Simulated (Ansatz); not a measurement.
I need a check of forces and pressure against finite differences of TiC (distorted cell). Use the Python package of Ansatz (0.2.0). Use (first run): PBE, PAW, cutoff 540 eV, 6×6×6 k-points, Fermi-Dirac smearing of 0.1 eV.

```
CELL_PARAMETERS angstrom
-0.02481 2.08304 2.13356
2.14832 -0.05390 2.16265
2.13973 2.10353 -0.04531
ATOMIC_POSITIONS crystal
Ti 0.92575 0.00400 0.03100
C 0.42221 0.55764 0.54965
```

Script `tic.py`:
```python
'''Do the forces of TiC match the slope of the free energy with displaced atoms.'''

import ansatz as az
import numpy as np

VECTORS = np.array([
    [-0.02481, 2.08304, 2.13356],
    [2.14832, -0.0539, 2.16265],
    [2.13973, 2.10353, -0.04531],
])
SITES = [
    ('Ti', [0.92575, 0.004, 0.031]),
    ('C', [0.42221, 0.55764, 0.54965]),
]


def build(cell):
    crystal = az.Crystal(lattice=az.Lattice.of(cell))
    for symbol, position in SITES:
        crystal = crystal.atom(symbol, position)
    return crystal


def main() -> None:
    def solve(crystal):
        return (
            crystal.calculation()
            .occupations(az.OccupationsMethod.FERMI_DIRAC)  # smearing steadies the SCF of a metal
            .functional(az.Functional.PBE)
            .basis(540, xc_grid=2)  # plane waves up to this kinetic energy
            .kpoints(6, 6, 6)  # sampling of the Brillouin zone
            .scf(tolerance=1e-09)
            .forces()  # eV per angstrom
            .stress()  # positive in compression
            .run(threads=1)
        ).report


    centre = solve(build(VECTORS))
    start = build(VECTORS)
    # central difference: F = -(E(+h) - E(-h)) / 2h
    print(f'force on atom 0 along z: analytic {centre["forces_ev_ang"][0][2]:.4f} eV/A')
    for h in (0.005, 0.02):
        shift = np.eye(3)[2] * h @ np.linalg.inv(VECTORS)
        plus, minus = (solve(start.move(0, to=np.array(SITES[0][1]) + sign * shift))['lagrangian_ev'] for sign in (1, -1))
        print(f'  step {h} A: numerical {-(plus - minus) / (2 * h):.4f} eV/A')
    # P = -dF/dV; the difference feels the change of the plane-wave count with the cell
    volume = abs(np.linalg.det(VECTORS))
    larger, smaller = (solve(build(VECTORS * (1 + sign * 0.005) ** (1 / 3)))['lagrangian_ev'] for sign in (1, -1))
    numerical = -(larger - smaller) / (0.01 * volume) * 160.21766
    print(f'pressure: analytic {np.trace(centre["stress_gpa"]) / 3:.3f}, numerical {numerical:.3f} GPa')


if __name__ == '__main__':
    main()
```

```console
$ python tic.py
DeckWarning: output.stress: scf.convergence.dr2_threshold = 1e-9 eV is looser than the 2e-10 eV advised for a printed stress (1e-10 eV for each atom of the cell: 2). What an SCF threshold leaves in a stress goes as its square root, and in the free energy as the threshold itself, and one threshold admits the most on a [...]
force on atom 0 along z: analytic 0.8747 eV/A
  step 0.005 A: numerical 0.8747 eV/A
  step 0.02 A: numerical 0.8748 eV/A
pressure: analytic 10.909, numerical 10.914 GPa
```
(Warnings from the package without file and line, shortened.)

Of the deposited cell: the entry's cell lengths or inner coordinates differ somewhat from later room-temperature determinations. Pressure is positive in compression. The cell is a database structure, distorted on purpose. The central difference errs as the square of the step, so the shorter step is the fairer test; what remains comes from the finite grid and the SCF threshold. The whole script took 17 s on 1 thread of Arm Neoverse V2, with other jobs on the host, peak memory 0.41 GiB.

(Lines on the test bed's own set-up are left out of the output.)
